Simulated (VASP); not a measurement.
# W (Im-3m) in VASP: notebook

One crystal, W, is run at these levels: PBE; tasks: relaxation of cell and atoms.

Program: VASP 6.6.1. These are calculated values, not measurements. Logs are shortened: lines on timing, memory, paths and dates and some standing lists are left out, and cuts for length are marked.

## Step 1: Starting point

It takes space group Im-3m (No. 229, cubic). Conventional cell: a = 3.165 Å, b = 3.165 Å, c = 3.165 Å, α = 90.00°, β = 90.00°, γ = 90.00°. Around W (site symmetry m-3m) lie 8 W at 2.74 Å.

## Step 2: Relaxation of cell and atoms, PBE

File INCAR:

```
  PREC = Accurate
  ENCUT = 520
  EDIFF = 1E-7
  ISMEAR = 0
  SIGMA = 0.1
  LREAL = False
  LASPH = True
  NELM = 60
  ALGO = Normal
  ISIF = 3
  LWAVE = False
  LCHARG = False
  GGA = PE
  IBRION = 2
  NSW = 80
  EDIFFG = -0.002
```

File KPOINTS:

```
regular mesh
0
Gamma
  12 12 12
```

File POSCAR:

```
W
1.0
   -1.5823450000      1.5823450000      1.5823450000
    1.5823450000     -1.5823450000      1.5823450000
    1.5823450000      1.5823450000     -1.5823450000
W
1
Direct
    0.0000000000      0.0000000000      0.0000000000
```

Potentials or basis: VASP PAW PBE potentials, release 64 (W_sv).

On the command line:

```sh
> cat potpaw_PBE.64/W_sv/POTCAR > POTCAR
> mpirun -np 1 vasp_std > vasp.out
```

OUTCAR:

```text
PREC = Accurate
   ENCUT = 520
   EDIFF = 1E-7
   ISMEAR = 0
   LREAL = False
   LASPH = True
   NELM = 60
   ISIF = 3
   GGA = PE
   IBRION = 2
   NSW = 80
   EDIFFG = -0.002

 ion  position               nearest neighbor table
   1  0.000  0.000  0.000-

  LATTYP: Found a body centered cubic cell.
 ALAT       =     3.1646900000

  Lattice vectors:

 A1 = (  -1.5823450000,   1.5823450000,   1.5823450000)
 A2 = (   1.5823450000,  -1.5823450000,   1.5823450000)
 A3 = (   1.5823450000,   1.5823450000,  -1.5823450000)

Analysis of symmetry for initial positions (statically):
=====================================================================
 Subroutine PRICEL returns:
 Original cell was already a primitive cell.

 Routine SETGRP: Setting up the symmetry group for a
 body centered cubic supercell.

 Subroutine GETGRP returns: Found 48 space group operations
 (whereof 48 operations were pure point group operations)
 out of a pool of 48 trial point group operations.

The static configuration has the point symmetry O_h .

Analysis of symmetry for dynamics (positions and initial velocities):
=====================================================================
 Subroutine PRICEL returns:
 Original cell was already a primitive cell.

 Routine SETGRP: Setting up the symmetry group for a
 body centered cubic supercell.

 Subroutine GETGRP returns: Found 48 space group operations
 (whereof 48 operations were pure point group operations)
 out of a pool of 48 trial point group operations.

The dynamic configuration has the point symmetry O_h .

 Subroutine INISYM returns: Found 48 space group operations
 (whereof 48 operations are pure point group operations),
 and found     1 'primitive' translations

----------------------------------------------------------------------------------------

                                     Primitive cell

  volume of cell :      15.8476

  direct lattice vectors                    reciprocal lattice vectors
    -1.582345000  1.582345000  1.582345000     0.000000000  0.315986716  0.315986716
     1.582345000 -1.582345000  1.582345000     0.315986716  0.000000000  0.315986716
     1.582345000  1.582345000 -1.582345000     0.315986716  0.315986716  0.000000000

  length of vectors
     2.740701935  2.740701935  2.740701935     0.446872699  0.446872699  0.446872699

  position of ions in fractional coordinates (direct lattice)
[... 91 lines left out ...]
   EFERMI =   0.00;   METHOD = LEGACY
   ISMEAR =     0;   SIGMA  =   0.10  broadening in eV -4-tet -1-fermi 0-gaus
   EFERMI_NEDOS =   21; number of points for ismear=-14 and -15
   IALGO  =     38    algorithm
   IMIX   =      4    mixing-type and parameters
     AMIX     =   0.40;   BMIX     =  1.00
     AMIX_MAG =   1.60;   BMIX_MAG =  1.00
  volume/ion in A,a.u.               =      15.85       106.94
  Fermi-wavevector in a.u.,A,eV,Ry     =   1.570832  2.968442 33.572544  2.467512
  Thomas-Fermi vector in A             =   2.672506
   LORBIT       =      0    0 simple, 1 ext, 2 COOP (PROOUT), +10 PAW based schemes
   GGA     = PE    functional components
   LHFCALC =     F    Hartree Fock is set to
   AEXX    =    0.0000 exact exchange contribution
   IVDW    =     0    specifies the selected vdW correction
   LEPSILON=     F    determine dielectric tensor
   LRPA    =     F    only Hartree local field effects (RPA)
 conjugate gradient relaxation of ions
 non-spin polarized calculation
 Gauss-broadening in eV      SIGMA  =   0.10
  energy-cutoff  :      520.00
  volume of cell :       15.85
 maximum number of plane-waves:       438
   NGX = 11   NGY = 11   NGZ = 11

--------------------------------------- Ionic step        1  -------------------------------------------

 number of electron      14.0000004 magnetization

 Free energy of the ion-electron system (eV)
  ---------------------------------------------------
  ext. energy  EPLUGINS =         0.00000000
  ---------------------------------------------------
  free energy    TOTEN  =       -12.94979397 eV

  energy without entropy =      -12.94651334  energy(sigma->0) =      -12.94815366

------------------------ aborting loop because EDIFF is reached ----------------------------------------

  FORCE on cell =-STRESS in cart. coord.  units (eV):
  Direction    XX          YY          ZZ          XY          YZ          ZX
  --------------------------------------------------------------------------------------
  -------------------------------------------------------------------------------------
  Total        0.6391217      0.6391217      0.6391217     -0.0000000     -0.0000000      0.0000000
  in kB       64.6145902     64.6145902     64.6145902     -0.0000000     -0.0000000      0.0000000
  external PRESSURE =      64.6145902 kB  Pullay stress =       0.0000000 kB
[... 92 lines left out ...]
--------------------------------------- Ionic step        4  -------------------------------------------

 number of electron      14.0000000 magnetization

 Free energy of the ion-electron system (eV)
  ---------------------------------------------------
  ext. energy  EPLUGINS =         0.00000000
  ---------------------------------------------------
  free energy    TOTEN  =       -12.95628519 eV

  energy without entropy =      -12.95336854  energy(sigma->0) =      -12.95482686

 E-fermi :  11.0446     XC(G=0): -13.5278

 val. band max:       11.0337927980   @ k =  -0.2500   0.3333   0.1667
 cond. band min:      11.0792320657   @ k =  -0.1667   0.1667   0.0833
 fundamental gap:      0.0454392676
 Fermi energy:        11.0445802379

 k-point     1 :       0.0000    0.0000    0.0000
  band No.  band energies     occupation
      1     -63.0686      2.00000
      2     -26.6584      2.00000
      3     -26.6584      2.00000
      4     -26.6584      2.00000
      5       1.6282      2.00000
      6       9.9526      2.00000
      7       9.9526      2.00000
      8       9.9526      2.00000
      9      13.3617      0.00000
     10      13.3617      0.00000
     11      25.6237      0.00000
[... 309 lines left out ...]
 k-point    24 :       0.4167    0.0833    0.0833
  band No.  band energies     occupation
      1     -62.9440      2.00000
      2     -27.7823      2.00000
      3     -27.1059      2.00000
      4     -26.7451      2.00000
      5       5.6529      2.00000
      6       7.6329      2.00000
      7      10.8338      1.99712
      8      13.4848      0.00000
      9      14.2358      0.00000
     10      18.3733      0.00000
     11      20.8011      0.00000

 [... further k-points ...]
[... 5 lines left out ...]
  --------------------------------------------------------------------------------------
  -------------------------------------------------------------------------------------
  Total       -0.0007136     -0.0007136     -0.0007136     -0.0000000      0.0000000     -0.0000000
  in kB       -0.0706770     -0.0706770     -0.0706770     -0.0000000      0.0000000     -0.0000000
  external PRESSURE =      -0.0706770 kB  Pullay stress =       0.0000000 kB
[... 16 lines left out ...]
  FREE ENERGIE OF THE ION-ELECTRON SYSTEM (eV)
  ---------------------------------------------------
  free  energy   TOTEN  =       -12.9562851866 eV

  energy  without entropy=      -12.9533685422  energy(sigma->0) =      -12.95482686

 reached required accuracy - stopping structural energy minimisation
```

CONTCAR:

```text
W
   1.00000000000000
    -1.5932076511011841    1.5932076511011841    1.5932076511011841
     1.5932076511011841   -1.5932076511011841    1.5932076511011841
     1.5932076511011841    1.5932076511011841   -1.5932076511011841
  W
     1
Direct
     0.0000000000000000    0.0000000000000000    0.0000000000000000

  0.00000000E+00  0.00000000E+00  0.00000000E+00
```

Run time: 23 s. Hardware: 1 thread of Intel Xeon Platinum 8375C at 2.90GHz (Ice Lake), shared host; peak memory 0.13 GiB.

What came out:

* Free energy: -12.9563 eV
* Relaxed volume: 16.18 Å³/atom
* Relaxed cell: a = 2.760 Å, b = 2.760 Å, c = 2.760 Å, α = 109.47°, β = 109.47°, γ = 109.47°
* Space group after relaxing (to 0.05 Å): Im-3m (No. 229)
* Energy gained by relaxing: 6.5 meV/atom
* Ionic steps: 4
* Pressure after relaxing: 0.0 GPa
* Band gap on the k mesh: none (metal or under the smearing width)

The path:
```
step  energy change (eV)  largest force (eV/Å)  pressure (GPa)  volume (Å³)
   1              0.0000                0.0000            6.46        15.85
   2              0.0664                0.0000          -18.57        17.36
   3             -0.0065                0.0000           -0.17        16.19
   4             -0.0065                0.0000           -0.01        16.18
```

Final structure:
```
W
1.0
    -1.59321    1.59321    1.59321
     1.59321   -1.59321    1.59321
     1.59321    1.59321   -1.59321
W
1
Direct
  0.00000 0.00000 0.00000
```

Levels at points of the mesh, in eV from the Fermi level:
| k point | band 3 | band 4 | band 5 | band 6 | band 7 | band 8 | band 9 | band 10 | band 11 |
| --- | --- | --- | --- | --- | --- | --- | --- | --- | --- |
| (0.00, 0.00, 0.00) | -37.70 | -37.70 | -9.42 | -1.09 | -1.09 | -1.09 | 2.32 | 2.32 | 14.58 |
| (0.50, 0.00, 0.00) | -38.10 | -37.71 | -6.04 | -3.37 | 0.72 | 2.20 | 3.15 | 6.07 | 10.86 |
| (0.50, 0.50, 0.50) | -38.55 | -38.55 | -5.57 | -5.57 | 5.12 | 5.12 | 5.12 | 8.19 | 8.19 |

The run has no spin-orbit coupling, so splittings on W are missing. PBE usually gives volumes a little too large and moduli too small.

## Step 3: Relaxation of cell and atoms, PBE

This run uses another cell than the first one, of 16.18 Å³/atom, 1.021 times its volume.

INCAR is that of step 2.

KPOINTS is that of step 2.

File POSCAR:

```
W                                       
1.0
   -1.5932076511      1.5932076511      1.5932076511
    1.5932076511     -1.5932076511      1.5932076511
    1.5932076511      1.5932076511     -1.5932076511
  W             
     1
Direct
     0.0000000000000000    0.0000000000000000    0.0000000000000000
```

Potentials or basis: VASP PAW PBE potentials, release 64 (W_sv).

On the command line:

```sh
> cat potpaw_PBE.64/W_sv/POTCAR > POTCAR
> mpirun -np 1 vasp_std > vasp.out
```

OUTCAR:

```text
PREC = Accurate
   ENCUT = 520
   EDIFF = 1E-7
   ISMEAR = 0
   LREAL = False
   LASPH = True
   NELM = 60
   ISIF = 3
   GGA = PE
   IBRION = 2
   NSW = 80
   EDIFFG = -0.002

 ion  position               nearest neighbor table
   1  0.000  0.000  0.000-

  LATTYP: Found a body centered cubic cell.
 ALAT       =     3.1864153022

  Lattice vectors:

 A1 = (  -1.5932076511,   1.5932076511,   1.5932076511)
 A2 = (   1.5932076511,  -1.5932076511,   1.5932076511)
[... 512 lines left out ...]
      5       5.6529      2.00000
      6       7.6329      2.00000
      7      10.8339      1.99712
      8      13.4848      0.00000
      9      14.2358      0.00000
     10      18.3732      0.00000
     11      20.8011      0.00000

 [... further k-points ...]
[... 5 lines left out ...]
  --------------------------------------------------------------------------------------
  -------------------------------------------------------------------------------------
  Total       -0.0000826     -0.0000826     -0.0000826      0.0000000     -0.0000000      0.0000000
  in kB       -0.0081844     -0.0081844     -0.0081844      0.0000000     -0.0000000      0.0000000
  external PRESSURE =      -0.0081844 kB  Pullay stress =       0.0000000 kB

 VOLUME and BASIS-vectors are now :
 -----------------------------------------------------------------------------
  energy-cutoff  :      520.00
  volume of cell :       16.18
      direct lattice vectors                 reciprocal lattice vectors
    -1.593207651  1.593207651  1.593207651     0.000000000  0.313832286  0.313832286
     1.593207651 -1.593207651  1.593207651     0.313832286  0.000000000  0.313832286
     1.593207651  1.593207651 -1.593207651     0.313832286  0.313832286  0.000000000

 POSITION                                       TOTAL-FORCE (eV/Angst)
 -----------------------------------------------------------------------------------
      0.00000      0.00000      0.00000         0.000000     -0.000000      0.000000
 -----------------------------------------------------------------------------------
    total drift:                                0.000000      0.000000      0.000000

  FREE ENERGIE OF THE ION-ELECTRON SYSTEM (eV)
  ---------------------------------------------------
  free  energy   TOTEN  =       -12.9565079017 eV

  energy  without entropy=      -12.9535909794  energy(sigma->0) =      -12.95504944

 reached required accuracy - stopping structural energy minimisation
```

It took 8.7 s on 1 thread of Intel Xeon Platinum 8375C at 2.90GHz (Ice Lake), shared host; peak memory 0.15 GiB.

Results:

```yaml
Free_energy: -12.9565 eV
Pressure_after_relaxing: 0.0 GPa
Band_gap_on_the_k_mesh: none (metal or under the smearing width)
```

Final structure:
```
W
1.0
    -1.59321    1.59321    1.59321
     1.59321   -1.59321    1.59321
     1.59321    1.59321   -1.59321
W
1
Direct
  0.00000 0.00000 0.00000
```

Levels at points of the mesh, in eV from the Fermi level:
| k point | band 4 | band 5 | band 6 | band 7 | band 8 | band 9 | band 10 | band 11 |
| --- | --- | --- | --- | --- | --- | --- | --- | --- |
| (0.00, 0.00, 0.00) | -37.70 | -9.42 | -1.09 | -1.09 | -1.09 | 2.32 | 2.32 | 14.58 |
| (0.50, 0.00, 0.00) | -37.71 | -6.04 | -3.37 | 0.72 | 2.20 | 3.15 | 6.07 | 10.86 |
| (0.50, 0.50, 0.50) | -38.55 | -5.57 | -5.57 | 5.12 | 5.12 | 5.12 | 8.19 | 8.19 |

Caveat: the relaxation stopped at its first step, so nothing moved. The run has no spin-orbit coupling, so splittings on W are missing.
